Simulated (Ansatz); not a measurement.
The system is SnO.

```
CELL_PARAMETERS angstrom
3.81370 0.00000 0.00000
0.00000 3.81370 0.00000
0.00000 0.00000 4.88691
ATOMIC_POSITIONS crystal
Sn 0.50000 0.00000 0.76463
Sn 0.00000 0.50000 0.23537
O 0.00000 0.00000 0.00000
O 0.50000 0.50000 0.00000
```

The cell is a database's computed one.

* Program: Ansatz 0.2.0
* Task: relaxation of cell and atoms
* Functional: PBE
* Potentials or basis: PseudoDojo standard (PBE files)
* Cutoff: 1143 eV
* Density cutoff: 4572 eV
* k mesh: 7 × 7 × 6
* Occupations: fermi-dirac, width 0.05 eV
* Spin: no spin polarisation

At the start: volume 17.77 Å³/atom.

Where does the relaxation end?

It ends after 8 steps and the volume is 18.91 Å³/atom (+6.4 %); space group P4/nmm (No. 129, to 0.05 Å).

The path:
```tsv
step	energy change (eV)	largest force (eV/Å)	volume (Å³)
1	0.0000	0.3632	71.08
2	-0.0314	0.1218	75.27
3	-0.0320	0.1045	75.08
4	-0.0327	0.0029	75.33
5	-0.0327	0.0014	75.42
6	-0.0341	0.0013	75.42
7	-0.0341	0.0013	75.66
8	-0.0341	0.0013	75.66
```

Final structure:
```
CELL_PARAMETERS angstrom
3.86914 0.00000 0.00000
0.00000 3.86914 0.00000
0.00000 0.00000 5.05373
ATOMIC_POSITIONS crystal
Sn 0.50000 0.00000 0.77091
Sn 0.00000 0.50000 0.22909
O 0.00000 0.00000 0.00000
O 0.50000 0.50000 0.00000
```

Caveat: the plane-wave basis is chosen anew once the cell has moved, so the energies of steps on either side of that aren't comparable.
